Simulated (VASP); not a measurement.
# GaP (F-43m) in VASP: elastic constants with PBE

Aim: the elastic constants of GaP with PBE.

Everything below comes from runs of VASP 6.6.1. Logs are shortened: lines on timing, memory, paths and dates and some standing lists are left out, and cuts for length are marked.

### Step 1. The crystal as given

Symmetry: F-43m, No. 216, cubic system. Conventional cell: a = 5.505 Å, b = 5.505 Å, c = 5.505 Å, α = 90.00°, β = 90.00°, γ = 90.00°. Ga (site symmetry -43m) has 4 P at 2.38 Å as nearest neighbours. P (site symmetry -43m) has 4 Ga at 2.38 Å as nearest neighbours.

### Step 2. Elastic constants, PBE

The input, INCAR:

```
PREC = Accurate
ENCUT = 600
EDIFF = 1E-8
ISMEAR = 0
SIGMA = 0.01
LREAL = F
LASPH = T
NELM = 100
ALGO = Normal
ISIF = 3
LWAVE = F
LCHARG = F
GGA = PE
NBANDS = 16
IBRION = 6
NFREE = 2
POTIM = 0.015
NSW = 1
```

The input, KPOINTS:

```
regular mesh
0
Gamma
  8 8 8
```

The input, POSCAR:

```
GaP
1.0
    0.0000000000      2.7525369286      2.7525369286
    2.7525369286      0.0000000000      2.7525369286
    2.7525369286      2.7525369286      0.0000000000
Ga P
1 1
Direct
    0.0000000000      0.0000000000      0.0000000000
    0.2500000000      0.2500000000      0.2500000000
```

Potentials or basis: VASP PAW PBE potentials, release 64 (Ga_d, P).

On the command line:

```bash
$ cat potpaw_PBE.64/Ga_d/POTCAR potpaw_PBE.64/P/POTCAR > POTCAR
$ mpirun -np 1 vasp_std > vasp.out
```

OUTCAR:

```text
PREC = Accurate
   ENCUT = 600
   EDIFF = 1E-8
   ISMEAR = 0
   LREAL = F
   LASPH = T
   NELM = 100
   ISIF = 3
   GGA = PE
   IBRION = 6
   NFREE = 2
   POTIM = 0.015
   NSW = 1

 ion  position               nearest neighbor table
   1  0.000  0.000  0.000-   2 2.38   2 2.38   2 2.38   2 2.38
   2  0.250  0.250  0.250-   1 2.38   1 2.38   1 2.38   1 2.38

  LATTYP: Found a face centered cubic cell.
 ALAT       =     5.5050738572

  Lattice vectors:

 A1 = (   0.0000000000,   2.7525369286,   2.7525369286)
 A2 = (   2.7525369286,   0.0000000000,   2.7525369286)
 A3 = (   2.7525369286,   2.7525369286,   0.0000000000)

Analysis of symmetry for initial positions (statically):
=====================================================================
 Subroutine PRICEL returns:
 Original cell was already a primitive cell.

 Routine SETGRP: Setting up the symmetry group for a
 face centered cubic supercell.

 Subroutine GETGRP returns: Found 24 space group operations
 (whereof 24 operations were pure point group operations)
 out of a pool of 48 trial point group operations.

The static configuration has the point symmetry T_d .

Analysis of symmetry for dynamics (positions and initial velocities):
=====================================================================
 Subroutine PRICEL returns:
 Original cell was already a primitive cell.

 Routine SETGRP: Setting up the symmetry group for a
 face centered cubic supercell.

 Subroutine GETGRP returns: Found 24 space group operations
 (whereof 24 operations were pure point group operations)
 out of a pool of 48 trial point group operations.

The dynamic configuration has the point symmetry T_d .

 Subroutine INISYM returns: Found 24 space group operations
 (whereof 24 operations are pure point group operations),
 and found     1 'primitive' translations

----------------------------------------------------------------------------------------

                                     Primitive cell

  volume of cell :      41.7090

  direct lattice vectors                    reciprocal lattice vectors
     0.000000000  2.752536929  2.752536929    -0.181650606  0.181650606  0.181650606
     2.752536929  0.000000000  2.752536929     0.181650606 -0.181650606  0.181650606
     2.752536929  2.752536929  0.000000000     0.181650606  0.181650606 -0.181650606

  length of vectors
     3.892675055  3.892675055  3.892675055     0.314628078  0.314628078  0.314628078

  position of ions in fractional coordinates (direct lattice)
     0.000000000  0.000000000  0.000000000
     0.250000000  0.250000000  0.250000000

  ion indices of the primitive-cell ions
   primitive index   ion index
                 1           1
                 2           2

----------------------------------------------------------------------------------------

 KPOINTS: regular mesh

Automatic generation of k-mesh.
 Grid dimensions read from file:
 generate k-points for:    8    8    8

 Generating k-lattice:

  Cartesian coordinates                     Fractional coordinates (reciprocal lattice)
    -0.022706326  0.022706326  0.022706326     0.125000000  0.000000000  0.000000000
     0.022706326 -0.022706326  0.022706326     0.000000000  0.125000000  0.000000000
     0.022706326  0.022706326 -0.022706326     0.000000000  0.000000000  0.125000000

  Length of vectors
[... 97 lines left out ...]

 Free energy of the ion-electron system (eV)
  ---------------------------------------------------
  ext. energy  EPLUGINS =         0.00000000
  ---------------------------------------------------
  free energy    TOTEN  =        -9.12547137 eV

  energy without entropy =       -9.12547137  energy(sigma->0) =       -9.12547137

------------------------ aborting loop because EDIFF is reached ----------------------------------------

  FORCE on cell =-STRESS in cart. coord.  units (eV):
  Direction    XX          YY          ZZ          XY          YZ          ZX
  --------------------------------------------------------------------------------------
  -------------------------------------------------------------------------------------
  Total        0.0043645      0.0043645      0.0043645      0.0000000     -0.0000000      0.0000000
  in kB        0.1676533      0.1676533      0.1676533      0.0000000     -0.0000000      0.0000000
  external PRESSURE =       0.1676533 kB  Pullay stress =       0.0000000 kB
[... 89 lines left out ...]
  FREE ENERGIE OF THE ION-ELECTRON SYSTEM (eV)
  ---------------------------------------------------
  free  energy   TOTEN  =        -9.1217162901 eV

  energy  without entropy=       -9.1217162901  energy(sigma->0) =       -9.12171629

[... ionic steps 4 to 14 ...]

--------------------------------------- Ionic step       15  -------------------------------------------

 number of electron      17.9999996 magnetization

------------------------ aborting loop because EDIFF is reached ----------------------------------------
[... 67 lines left out ...]
--------------------------------------- Ionic step       17  -------------------------------------------

 number of electron      17.9999991 magnetization

 Free energy of the ion-electron system (eV)
  ---------------------------------------------------
  ext. energy  EPLUGINS =         0.00000000
  ---------------------------------------------------
  free energy    TOTEN  =        -9.12442375 eV

  energy without entropy =       -9.12442375  energy(sigma->0) =       -9.12442375

 E-fermi :   4.5042     XC(G=0):  -9.6973

 val. band max:        4.3959370833   @ k =   0.0000   0.0000   0.0000
 cond. band min:       5.9162035158   @ k =   0.0000   0.5000   0.0000
 fundamental gap:      1.5202664325
 Fermi energy:         4.5041679396

 k-point     1 :       0.0000    0.0000    0.0000
  band No.  band energies     occupation
      1     -10.1546      2.00000
      2     -10.1532      2.00000
      3     -10.1514      2.00000
      4     -10.0622      2.00000
      5     -10.0621      2.00000
      6      -7.9188      2.00000
[... 433 lines left out ...]
      3     -10.1134      2.00000
      4     -10.0666      2.00000
      5     -10.0555      2.00000
      6      -5.5506      2.00000
[... 8 lines left out ...]
     15      16.2541      0.00000
     16      16.6799      0.00000

 [... further k-points ...]
[... 5 lines left out ...]
  --------------------------------------------------------------------------------------
  -------------------------------------------------------------------------------------
  Total        0.0041815      0.0063677      0.0063677      0.0000000      0.0990247      0.0000000
  in kB        0.1606261      0.2446043      0.2446043      0.0000000      3.8038602      0.0000000
  external PRESSURE =       0.2166116 kB  Pullay stress =       0.0000000 kB
[... 17 lines left out ...]
  FREE ENERGIE OF THE ION-ELECTRON SYSTEM (eV)
  ---------------------------------------------------
  free  energy   TOTEN  =        -9.1244237461 eV

  energy  without entropy=       -9.1244237461  energy(sigma->0) =       -9.12442375

 INTERNAL STRAIN TENSORS FROM STRAINED CELLS
 ============================================

 INTERNAL STRAIN TENSOR FOR ION    1 for displacements in x,y,z  (eV/Angst):
          X           Y           Z          XY          YZ          ZX
  --------------------------------------------------------------------------------
  x     0.00000     0.00000     0.00000     0.00000     6.60261     0.00000
  y     0.00000     0.00000     0.00000     0.00000     0.00000     6.60303
  z    -0.00000    -0.00000     0.00000     6.60257     0.00000    -0.00000

 INTERNAL STRAIN TENSORS FROM DISPLACED ATOMS
 ============================================

 INTERNAL STRAIN TENSOR FOR ION    1 for displacements in x,y,z  (eV/Angst):
          X           Y           Z          XY          YZ          ZX
  --------------------------------------------------------------------------------
  x    -0.00000    -0.00000    -0.00000     0.00000     6.60451     0.00000
  y     0.00000    -0.00000     0.00000     0.00000     0.00000     6.60451
  z    -0.00000    -0.00000    -0.00000     6.60451     0.00000     0.00000

 INTERNAL STRAIN TENSOR FOR ION    2 for displacements in x,y,z  (eV/Angst):
          X           Y           Z          XY          YZ          ZX
  --------------------------------------------------------------------------------
  x     0.00000     0.00000     0.00000     0.00000    -6.60244     0.00000
  y     0.00000     0.00000     0.00000     0.00000     0.00000    -6.60244
  z     0.00000     0.00000     0.00000    -6.60244     0.00000     0.00000

 Eigenvectors and eigenvalues of the dynamical matrix
 ----------------------------------------------------

   1 f  =   10.299510 THz    64.713733 2PiTHz  343.554688 cm-1    42.595333 meV
             X         Y         Z           dx          dy          dz
      0.000000  0.000000  0.000000     0.000000    0.554239    0.000000
      1.376268  1.376268  1.376268     0.000000   -0.832358    0.000000
[... 21 lines left out ...]
   6 f/i=    0.004639 THz     0.029149 2PiTHz    0.154748 cm-1     0.019186 meV
             X         Y         Z           dx          dy          dz
      0.000000  0.000000  0.000000     0.000000    0.000000    0.832358
      1.376268  1.376268  1.376268     0.000000    0.000000    0.554239

--------------------------------------------------------------------------------------------------------

 ELASTIC MODULI CONTR FROM IONIC RELAXATION (kBar)
 Direction    XX          YY          ZZ          XY          YZ          ZX
 --------------------------------------------------------------------------------
 XX          -0.0000     -0.0000     -0.0000      0.0000      0.0000     -0.0000
 YY          -0.0000     -0.0000     -0.0000      0.0000      0.0000      0.0000
 ZZ          -0.0000     -0.0000     -0.0000      0.0000      0.0000     -0.0000
 XY           0.0000      0.0000      0.0000   -180.0114      0.0000      0.0000
 YZ           0.0000      0.0000      0.0000      0.0000   -180.0114      0.0000
 ZX          -0.0000      0.0000     -0.0000      0.0000      0.0000   -180.0114
 --------------------------------------------------------------------------------

 TOTAL ELASTIC MODULI (kBar)
 Direction    XX          YY          ZZ          XY          YZ          ZX
 --------------------------------------------------------------------------------
 XX        1249.1476    520.1429    520.1429      0.0000      0.0000      0.0000
 YY         520.1429   1249.1476    520.1429     -0.0000     -0.0000      0.0000
 ZZ         520.1429    520.1429   1249.1476     -0.0000     -0.0000     -0.0000
 XY           0.0000     -0.0000     -0.0000    645.0958      0.0000      0.0000
 YZ           0.0000     -0.0000     -0.0000      0.0000    645.0958      0.0000
 ZX           0.0000      0.0000     -0.0000      0.0000      0.0000    645.0958
 --------------------------------------------------------------------------------
```

It took 13 min on 1 thread of Intel Xeon Platinum 8488C (Sapphire Rapids), shared host; peak memory 0.35 GiB.

What came out:

- Elastic constants C11, C12, C44: 125, 52, 65 GPa
- Voigt bulk modulus: 76 GPa
- Highest phonon frequency at Γ, LO-TO splitting left out: 344 cm⁻¹

Phonon frequencies in cm⁻¹ (negative: imaginary):
| q point | frequencies |
| --- | --- |
| (0.000, 0.000, 0.000) | 0 0 0 344 344 344 |

Elastic tensor in Voigt notation (GPa, in the Cartesian axes of the cell as first typed):
```
125  52  52   0   0   0
 52 125  52   0   0   0
 52  52 125   0   0   0
  0   0   0  65   0   0
  0   0   0   0  65   0
  0   0   0   0   0  65
```

Clamped-ion elastic tensor (GPa):
```
125  52  52   0   0   0
 52 125  52   0   0   0
 52  52 125   0   0   0
  0   0   0  83   0   0
  0   0   0   0  83   0
  0   0   0   0   0  83
```
